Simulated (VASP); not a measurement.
Method: modified Becke-Johnson potential (mBJ), VASP's PBE PAW potentials (set 64) (plane waves; VASP).

VASP ran on this input.

INCAR:
```
! general
SYSTEM   =  LiI
PREC     =  Accurate
ENCUT    =  520
LREAL    =  .FALSE.
LASPH    =  .TRUE.

! electronic loop
EDIFF    =  1E-6   ! SCF stop (eV)
NELM     =  200   ! most electronic steps
ALGO     =  Normal
LMAXMIX  =  4   ! l cut-off of mixed one-centre charges
LMIXTAU  =  .TRUE.

! smearing
ISMEAR   =  0
SIGMA    =  0.05   ! width (eV)

! functional
METAGGA  =  MBJ

! ions
ISIF     =  0

! output
LWAVE    =  .FALSE.
LCHARG   =  .FALSE.
```

**KPOINTS**
```
K-points
0
G
  6 6 6
```

### POSCAR
```
LiI
1.0
  0.0000000000   3.0100000000   3.0100000000
  3.0100000000   0.0000000000   3.0100000000
  3.0100000000   3.0100000000   0.0000000000
Li I
1 1
Cart
  0.0000000000   0.0000000000   0.0000000000
  3.0100000000   3.0100000000   3.0100000000
```

File KPOINTS_OPT:
```
k-points along high-symmetry lines
11
Line-mode
Reciprocal
  0.000000   0.000000   0.000000 ! GAMMA
  0.500000   0.000000   0.500000 ! X

  0.500000   0.000000   0.500000 ! X
  0.625000   0.250000   0.625000 ! U

  0.375000   0.375000   0.750000 ! K
  0.000000   0.000000   0.000000 ! GAMMA

  0.000000   0.000000   0.000000 ! GAMMA
  0.500000   0.500000   0.500000 ! L

  0.500000   0.500000   0.500000 ! L
  0.500000   0.250000   0.750000 ! W

  0.500000   0.250000   0.750000 ! W
  0.500000   0.000000   0.500000 ! X
```

POTCAR, in this order: Li_sv I (PBE.64 set). Program: vasp_std. Read from the step before: WAVECAR.

The resulting files:

File OSZICAR:
```
       N       E                     dE             d eps       ncg     rms          rms(c)
DAV:   1     0.340503266968E+03    0.34050E+03   -0.82666E-01   299   0.882E+00    0.798E-01
DAV:   2     0.340390005329E+03   -0.11326E+00   -0.15490E+00   427   0.909E+00    0.437E+00
DAV:   3     0.340358604900E+03   -0.31400E-01   -0.26611E-02   352   0.179E+00    0.473E+00
DAV:   4     0.340425630898E+03    0.67026E-01   -0.14490E-01   366   0.255E+00    0.425E+00
DAV:   5     0.340680783253E+03    0.25515E+00   -0.14338E-01   355   0.287E+00    0.320E+00
DAV:   6     0.340786890019E+03    0.10611E+00   -0.84884E-01   326   0.611E+00    0.320E+00
DAV:   7     0.340731827252E+03   -0.55063E-01   -0.62969E-02   304   0.212E+00    0.349E+00
DAV:   8     0.340923556649E+03    0.19173E+00   -0.49870E-02   320   0.145E+00    0.227E+00
DAV:   9     0.341079493820E+03    0.15594E+00   -0.18552E-02   330   0.169E+00    0.163E+00
DAV:  10     0.341110220002E+03    0.30726E-01   -0.40727E-03   335   0.688E-01    0.156E+00
DAV:  11     0.341103537392E+03   -0.66826E-02   -0.32499E-04   424   0.156E-01    0.168E+00
DAV:  12     0.341190457530E+03    0.86920E-01   -0.37861E-04   318   0.246E-01    0.978E-01
DAV:  13     0.341224355063E+03    0.33898E-01   -0.60215E-04   335   0.243E-01    0.895E-01
DAV:  14     0.341275203344E+03    0.50848E-01   -0.27398E-04   300   0.215E-01    0.528E-01
DAV:  15     0.341328618048E+03    0.53415E-01   -0.29480E-04   329   0.206E-01    0.244E-01
DAV:  16     0.341354232540E+03    0.25614E-01   -0.21556E-04   325   0.143E-01    0.110E-01
DAV:  17     0.341364957891E+03    0.10725E-01   -0.25953E-04   332   0.128E-01    0.765E-02
DAV:  18     0.341380044041E+03    0.15086E-01   -0.89339E-05   323   0.819E-02    0.209E-02
DAV:  19     0.341381853167E+03    0.18091E-02   -0.39051E-05   345   0.583E-02    0.893E-03
DAV:  20     0.341382038769E+03    0.18560E-03   -0.24006E-05   332   0.425E-02    0.590E-03
DAV:  21     0.341382768668E+03    0.72990E-03   -0.85162E-07   318   0.993E-03    0.471E-03
DAV:  22     0.341383078125E+03    0.30946E-03   -0.37479E-07   200   0.596E-03    0.358E-03
DAV:  23     0.341383119326E+03    0.41201E-04   -0.57654E-07   295   0.567E-03    0.282E-03
DAV:  24     0.341383036740E+03   -0.82586E-04   -0.40641E-08   177   0.314E-03    0.174E-03
DAV:  25     0.341382926289E+03   -0.11045E-03   -0.15112E-08   169   0.145E-03    0.101E-03
DAV:  26     0.341382829529E+03   -0.96759E-04   -0.60154E-09   176   0.970E-04    0.384E-04
DAV:  27     0.341382841785E+03    0.12256E-04   -0.19361E-09   174   0.513E-04    0.413E-04
DAV:  28     0.341382851233E+03    0.94474E-05   -0.11974E-09   150   0.335E-04    0.303E-04
DAV:  29     0.341382852111E+03    0.87813E-06   -0.54769E-10   150   0.223E-04
   1 F= 0.34138285E+03 E0= 0.34138285E+03  d E =-.176522E-28
       N       E                     dE             ncg
       N       E                     dE             ncg
       N       E                     dE             ncg
       N       E                     dE             ncg
       N       E                     dE             ncg
```

OUTCAR:
```
------------------------ aborting loop because EDIFF is reached ----------------------------------------
  volume of cell :       54.54
      direct lattice vectors                 reciprocal lattice vectors
     0.000000000  3.010000000  3.010000000    -0.166112957  0.166112957  0.166112957
     3.010000000  0.000000000  3.010000000     0.166112957 -0.166112957  0.166112957
     3.010000000  3.010000000  0.000000000     0.166112957  0.166112957 -0.166112957
 POSITION                                       TOTAL-FORCE (eV/Angst)
 -----------------------------------------------------------------------------------
      0.00000      0.00000      0.00000        -0.000000     -0.000000     -0.000000
      3.01000      3.01000      3.01000         0.000000      0.000000      0.000000
 -----------------------------------------------------------------------------------
    total drift:                               -0.000000     -0.000000      0.000000
  FREE ENERGIE OF THE ION-ELECTRON SYSTEM (eV)
  ---------------------------------------------------
  free  energy   TOTEN  =       341.3828521106 eV

  energy  without entropy=      341.3828521106  energy(sigma->0) =      341.38285211

     CMBJ =    1.0000

     CMBJA=   -0.0120

     CMBJB=    1.0230

     CMBJE=    0.5000

    CMBJ =    1.2311
```
(Selected blocks of OUTCAR.)

**OUTCAR**
```
 val. band max:        1.9254487775   @ k =   0.0000   0.0000   0.0000

 cond. band min:       7.3472793830   @ k =   0.5000   0.5000   0.0000


 Fermi energy:         2.3069665286

 k-point     1 :       0.0000    0.0000    0.0000
  band No.  band energies     occupation
      1     -45.9032      2.00000
      2      -9.5031      2.00000
      3       1.9247      2.00000
      4       1.9247      2.00000
      5       1.9254      2.00000
      6       7.4902      0.00000
      7      10.6370      0.00000
      8      10.6370      0.00000
      9      10.6391      0.00000

 k-point     2 :       0.1667    0.0000    0.0000
  band No.  band energies     occupation
      1     -45.9030      2.00000
      2      -9.3907      2.00000
      3       1.0832      2.00000
      4       1.8477      2.00000
      5       1.8477      2.00000
      6       8.0889      0.00000
      7      10.3498      0.00000
      8      10.5632      0.00000
      9      10.5813      0.00000

 k-point     3 :       0.3333    0.0000    0.0000
  band No.  band energies     occupation
      1     -45.9030      2.00000
      2      -9.1454      2.00000
      3      -0.1995      2.00000
      4       1.7049      2.00000
      5       1.7060      2.00000
      6       7.8505      0.00000
      7       9.5441      0.00000
      8       9.5670      0.00000
      9      12.0347      0.00000

 k-point     4 :       0.5000    0.0000    0.0000
  band No.  band energies     occupation
      1     -45.9030      2.00000
      2      -9.0101      2.00000
      3      -0.7457      2.00000
      4       1.6389      2.00000
      5       1.6405      2.00000
      6       7.5855      0.00000
      7       9.1449      0.00000
      8       9.1685      0.00000
      9      13.1128      0.00000

 k-point     5 :       0.1667    0.1667    0.0000
  band No.  band energies     occupation
      1     -45.9031      2.00000
      2      -9.3522      2.00000
      3       1.1654      2.00000
...
```

mBJ is a potential without an energy functional, so only the levels count. Unless said otherwise, spin-orbit coupling is left out, though it shifts the bands of the heavy elements here.

The compound is LiI in the rock salt structure. The cell was not relaxed at this level. The cell's shape comes from a PBE relaxation.
